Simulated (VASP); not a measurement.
# MnSi (P2_13) in VASP: single point with PBE

Aim: the single point of MnSi with PBE.

Program: VASP 6.6.1. These are calculated values, not measurements. Logs are shortened: lines on timing, memory, paths and dates and some standing lists are left out, and cuts for length are marked.

### 1 The structure

Symmetry: P2_13, No. 198, cubic system. Conventional cell: a = 4.558 Å, b = 4.558 Å, c = 4.558 Å, α = 90.00°, β = 90.00°, γ = 90.00°. Mn (site symmetry 3) is surrounded by 7 Si at 2.31 to 2.54 Å. Around Si (site symmetry 3) lie 7 Mn at 2.31 to 2.54 Å.

### 2 Single point, PBE

File INCAR:

```
PREC = Accurate
ENCUT = 520
EDIFF = 1E-7
ISMEAR = 0
SIGMA = 0.05
LREAL = F
LASPH = T
NELM = 100
ALGO = Fast
ISIF = 2
LWAVE = F
LCHARG = F
GGA = PE
NBANDS = 44
```

File KPOINTS:

```
regular mesh
0
Gamma
  12 12 12
```

File POSCAR:

```
MnSi
1.0
    4.5580000000      0.0000000000      0.0000000000
    0.0000000000      4.5580000000      0.0000000000
    0.0000000000      0.0000000000      4.5580000000
Mn Si
4 4
Direct
    0.1380000000      0.1380000000      0.1380000000
    0.3620000000      0.8620000000      0.6380000000
    0.6380000000      0.3620000000      0.8620000000
    0.8620000000      0.6380000000      0.3620000000
    0.8460000000      0.8460000000      0.8460000000
    0.6540000000      0.1540000000      0.3460000000
    0.3460000000      0.6540000000      0.1540000000
    0.1540000000      0.3460000000      0.6540000000
```

Potentials or basis: VASP PAW PBE potentials, release 64 (Mn_pv, Si).

Launch:

```console
cat potpaw_PBE.64/Mn_pv/POTCAR potpaw_PBE.64/Si/POTCAR > POTCAR
mpirun -np 1 vasp_std > vasp.out
```

OUTCAR:

```text
PREC = Accurate
   ENCUT = 520
   EDIFF = 1E-7
   ISMEAR = 0
   LREAL = F
   LASPH = T
   NELM = 100
   ISIF = 2
   GGA = PE

 ion  position               nearest neighbor table
   1  0.138  0.138  0.138-   5 2.31   6 2.40   7 2.40   8 2.40   7 2.54   8 2.54   6 2.54   3 2.80
                             4 2.80   2 2.80   2 2.80   4 2.80   3 2.80
   2  0.362  0.862  0.638-   6 2.31   5 2.40   7 2.40   8 2.40   7 2.54   8 2.54   5 2.54   1 2.80
                             1 2.80   3 2.80   3 2.80   4 2.80   4 2.80
   3  0.638  0.362  0.862-   7 2.31   6 2.40   5 2.40   8 2.40   8 2.54   6 2.54   5 2.54   1 2.80
                             4 2.80   2 2.80   2 2.80   4 2.80   1 2.80
   4  0.862  0.638  0.362-   8 2.31   6 2.40   7 2.40   5 2.40   6 2.54   5 2.54   7 2.54   1 2.80
                             3 2.80   2 2.80   1 2.80   2 2.80   3 2.80
   5  0.846  0.846  0.846-   1 2.31   2 2.40   3 2.40   4 2.40   3 2.54   4 2.54   2 2.54   6 2.82
                             7 2.82   8 2.82   6 2.82   8 2.82   7 2.82
   6  0.654  0.154  0.346-   2 2.31   1 2.40   3 2.40   4 2.40   3 2.54   4 2.54   1 2.54   8 2.82
                             5 2.82   5 2.82   7 2.82   7 2.82   8 2.82
   7  0.346  0.654  0.154-   3 2.31   2 2.40   1 2.40   4 2.40   4 2.54   2 2.54   1 2.54   8 2.82
                             5 2.82   8 2.82   6 2.82   6 2.82   5 2.82
   8  0.154  0.346  0.654-   4 2.31   2 2.40   3 2.40   1 2.40   2 2.54   1 2.54   3 2.54   7 2.82
                             5 2.82   7 2.82   5 2.82   6 2.82   6 2.82

  LATTYP: Found a simple cubic cell.
 ALAT       =     4.5580000000

  Lattice vectors:

 A1 = (   4.5580000000,   0.0000000000,   0.0000000000)
 A2 = (   0.0000000000,   4.5580000000,   0.0000000000)
 A3 = (   0.0000000000,   0.0000000000,   4.5580000000)

Analysis of symmetry for initial positions (statically):
=====================================================================
 Subroutine PRICEL returns:
 Original cell was already a primitive cell.

 Routine SETGRP: Setting up the symmetry group for a
 simple cubic supercell.

 Subroutine GETGRP returns: Found 12 space group operations
 (whereof  3 operations were pure point group operations)
 out of a pool of 48 trial point group operations.

The static configuration has the point symmetry C_3 .
 The point group associated with its full space group is T   .

Analysis of symmetry for dynamics (positions and initial velocities):
=====================================================================
 Subroutine PRICEL returns:
 Original cell was already a primitive cell.

 Routine SETGRP: Setting up the symmetry group for a
 simple cubic supercell.

 Subroutine GETGRP returns: Found 12 space group operations
 (whereof  3 operations were pure point group operations)
[... 116 lines left out ...]
   LREAL  =      F    real-space projection
[... 7 lines left out ...]
   TEBEG  =    0.0;   TEEND  =   0.0 temperature during run
   PSTRESS=    0.0 pullay stress
   NELECT =      68.0000    total number of electrons
   NUPDOWN=      -1.0000    fix difference up-down
   EMIN   =  10.00;   EMAX   =-10.00  energy-range for DOS
   EFERMI =   0.00;   METHOD = LEGACY
   ISMEAR =     0;   SIGMA  =   0.05  broadening in eV -4-tet -1-fermi 0-gaus
   EFERMI_NEDOS =   21; number of points for ismear=-14 and -15
   IALGO  =     68    algorithm
   IMIX   =      4    mixing-type and parameters
     AMIX     =   0.40;   BMIX     =  1.00
     AMIX_MAG =   1.60;   BMIX_MAG =  1.00
  volume/ion in A,a.u.               =      11.84        79.88
  Fermi-wavevector in a.u.,A,eV,Ry     =   1.466010  2.770356 29.241426  2.149184
  Thomas-Fermi vector in A             =   2.581798
   LORBIT       =      0    0 simple, 1 ext, 2 COOP (PROOUT), +10 PAW based schemes
   GGA     = PE    functional components
   LHFCALC =     F    Hartree Fock is set to
   AEXX    =    0.0000 exact exchange contribution
   IVDW    =     0    specifies the selected vdW correction
   LEPSILON=     F    determine dielectric tensor
   LRPA    =     F    only Hartree local field effects (RPA)
 non-spin polarized calculation
 RMM-DIIS sequential band-by-band and
 Gauss-broadening in eV      SIGMA  =   0.05
  energy-cutoff  :      520.00
  volume of cell :       94.69
 maximum number of plane-waves:      2567
 NGX is ok and might be reduce to    36
   NGX = 17   NGY = 17   NGZ = 17

 number of electron      68.0000081 magnetization

 Free energy of the ion-electron system (eV)
  ---------------------------------------------------
  ext. energy  EPLUGINS =         0.00000000
  ---------------------------------------------------
  free energy    TOTEN  =       -61.10032077 eV

  energy without entropy =      -61.08765475  energy(sigma->0) =      -61.09398776

 E-fermi :  10.6873     XC(G=0): -12.6936

 val. band max:       10.6867633997   @ k =   0.4167   0.3333   0.3333
 cond. band min:      10.6874164524   @ k =   0.4167   0.0833   0.0833
 fundamental gap:      0.0006530527
 Fermi energy:        10.6873254311

 k-point     1 :       0.0000    0.0000    0.0000
  band No.  band energies     occupation
      1     -37.0834      2.00000
      2     -37.0834      2.00000
      3     -37.0834      2.00000
      4     -37.0395      2.00000
      5     -37.0395      2.00000
      6     -37.0395      2.00000
[... 1117 lines left out ...]
     43      14.4119      0.00000
     44      14.8967      0.00000

 [... further k-points ...]
[... 5 lines left out ...]
  --------------------------------------------------------------------------------------
  -------------------------------------------------------------------------------------
  Total       -5.0116291     -5.0116291     -5.0116291      0.0000000     -0.0000000      0.0000000
  in kB      -84.7942766    -84.7942766    -84.7942766      0.0000000     -0.0000000      0.0000000
  external PRESSURE =     -84.7942766 kB  Pullay stress =       0.0000000 kB

 VOLUME and BASIS-vectors are now :
 -----------------------------------------------------------------------------
  energy-cutoff  :      520.00
  volume of cell :       94.69
      direct lattice vectors                 reciprocal lattice vectors
     4.558000000  0.000000000  0.000000000     0.219394471  0.000000000  0.000000000
     0.000000000  4.558000000  0.000000000     0.000000000  0.219394471  0.000000000
     0.000000000  0.000000000  4.558000000     0.000000000  0.000000000  0.219394471

 POSITION                                       TOTAL-FORCE (eV/Angst)
 -----------------------------------------------------------------------------------
      0.62900      0.62900      0.62900        -0.125684     -0.125684     -0.125684
      1.65000      3.92900      2.90800         0.125684      0.125684     -0.125684
      2.90800      1.65000      3.92900        -0.125684      0.125684      0.125684
      3.92900      2.90800      1.65000         0.125684     -0.125684      0.125684
      3.85607      3.85607      3.85607        -0.036327     -0.036327     -0.036327
      2.98093      0.70193      1.57707         0.036327      0.036327     -0.036327
      1.57707      2.98093      0.70193        -0.036327      0.036327      0.036327
      0.70193      1.57707      2.98093         0.036327     -0.036327      0.036327
 -----------------------------------------------------------------------------------
    total drift:                               -0.000001     -0.000000      0.000000

  FREE ENERGIE OF THE ION-ELECTRON SYSTEM (eV)
  ---------------------------------------------------
  free  energy   TOTEN  =       -61.1003207706 eV

  energy  without entropy=      -61.0876547495  energy(sigma->0) =      -61.09398776
```

OSZICAR:

```text
N       E                     dE             d eps       ncg     rms          rms(c)
DAV:   1     0.789565188886E+03    0.78957E+03   -0.36426E+04 10488   0.183E+03
DAV:   2    -0.590647380281E+01   -0.79547E+03   -0.76743E+03 10472   0.533E+02
DAV:   3    -0.686342112662E+02   -0.62728E+02   -0.60366E+02 11864   0.155E+02
DAV:   4    -0.705454627690E+02   -0.19113E+01   -0.18833E+01 12956   0.263E+01
DAV:   5    -0.705832539932E+02   -0.37791E-01   -0.37732E-01 12548   0.407E+00    0.340E+01
RMM:   6    -0.704702436025E+02    0.11301E+00   -0.17457E+02 11333   0.809E+01    0.272E+01
RMM:   7    -0.612299711389E+02    0.92403E+01   -0.39574E+01 10487   0.431E+01    0.535E+00
RMM:   8    -0.611265940701E+02    0.10338E+00   -0.82250E-01 12899   0.408E+00    0.273E+00
RMM:   9    -0.610968339992E+02    0.29760E-01   -0.26074E-01 13155   0.173E+00    0.484E-01
RMM:  10    -0.611001770973E+02   -0.33431E-02   -0.44526E-02 15503   0.845E-01    0.350E-01
RMM:  11    -0.611002168869E+02   -0.39790E-04   -0.40599E-03 12621   0.343E-01    0.240E-01
RMM:  12    -0.611003517760E+02   -0.13489E-03   -0.98014E-04 13884   0.158E-01    0.732E-02
RMM:  13    -0.611003114324E+02    0.40344E-04   -0.34275E-04 12637   0.825E-02    0.498E-02
RMM:  14    -0.611003186894E+02   -0.72570E-05   -0.91910E-05 14875   0.418E-02    0.278E-02
RMM:  15    -0.611003211015E+02   -0.24120E-05   -0.16711E-05 11942   0.242E-02    0.236E-02
RMM:  16    -0.611003204621E+02    0.63937E-06   -0.71967E-06 11627   0.160E-02    0.114E-02
RMM:  17    -0.611003207377E+02   -0.27565E-06   -0.19572E-06 11742   0.610E-03    0.398E-03
RMM:  18    -0.611003207706E+02   -0.32893E-07   -0.33444E-07  8374   0.346E-03
   1 F= -.61100321E+02 E0= -.61093988E+02  d E =-.126660E-01
```

Wall time 8.9 min (1 thread of Intel Xeon Platinum 8259CL at 2.50GHz (Skylake/Cascade Lake), shared host); peak memory 0.46 GiB.

What came out:

- Free energy: -61.1003 eV
- Pressure: -8.5 GPa
- Largest force: 0.218 eV/Å
- Band gap on the k mesh: none (metal or under the smearing width)

Forces on the atoms (eV/Å):
```
Mn  -0.126 -0.126 -0.126
Mn   0.126  0.126 -0.126
Mn  -0.126  0.126  0.126
Mn   0.126 -0.126  0.126
Si  -0.036 -0.036 -0.036
Si   0.036  0.036 -0.036
Si  -0.036  0.036  0.036
Si   0.036 -0.036  0.036
```

Spin polarisation is off, so any magnetic state and its effect on volume and gap are missing.
